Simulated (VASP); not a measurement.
The system is HfSiO4.

```
CELL_PARAMETERS angstrom
-3.27944 3.27944 2.97940
3.27944 -3.27944 2.97940
3.27944 3.27944 -2.97940
ATOMIC_POSITIONS crystal
Hf 0.00000 0.00000 0.00000
Hf 0.75000 0.25000 0.50000
Si 0.25000 0.75000 0.50000
Si 0.50000 0.50000 0.00000
O 0.13213 0.31745 0.81468
O 0.06745 0.75277 0.68532
O 0.06745 0.38213 0.31468
O 0.50277 0.31745 0.18532
O 0.68255 0.49723 0.81468
O 0.61787 0.93255 0.68532
O 0.24723 0.93255 0.31468
O 0.68255 0.86787 0.18532
```

The cell is a database's computed one.

Base run:

- Program: VASP 6.6.1
- Functional: PBEsol
- Potentials or basis: VASP PAW PBE potentials, release 64 (Hf_pv, Si, O)
- Cutoff: 520 eV
- k mesh: 8 × 8 × 8
- Occupations: gaussian, width 0.02 eV
- Spin: no spin polarisation

Its results: band gap on the k mesh 5.40 eV, indirect (least direct gap 5.78 eV); pressure 0.3 GPa; largest force 0.007 eV/Å.

**Question.** After a change of settings the same cell gave: band gap on the k mesh 6.08 eV, indirect (least direct gap 6.44 eV); pressure -0.3 GPa; largest force 0.419 eV/Å. Which change was it?
A. functional from PBEsol to r2SCAN; k mesh from 8 × 8 × 8 to 6 × 6 × 6
B. k mesh from 8 × 8 × 8 to 6 × 6 × 6; occupations from gaussian, width 0.02 eV to gaussian, width 0.5 eV
C. potentials or basis from VASP PAW PBE potentials, release 64 (Hf_pv, Si, O) to VASP PAW PBE potentials, release 64 (Hf_pv, Si, O_h); cutoff from 520 eV to 900 eV; k mesh from 8 × 8 × 8 to 6 × 6 × 6

**Answer.** A.

Caveats: the PAW data sets were made with another functional, which shifts forces and pressure a little; spin-orbit coupling is left out, which moves the levels of the heavy elements.

Not every run made on this cell is shown here.
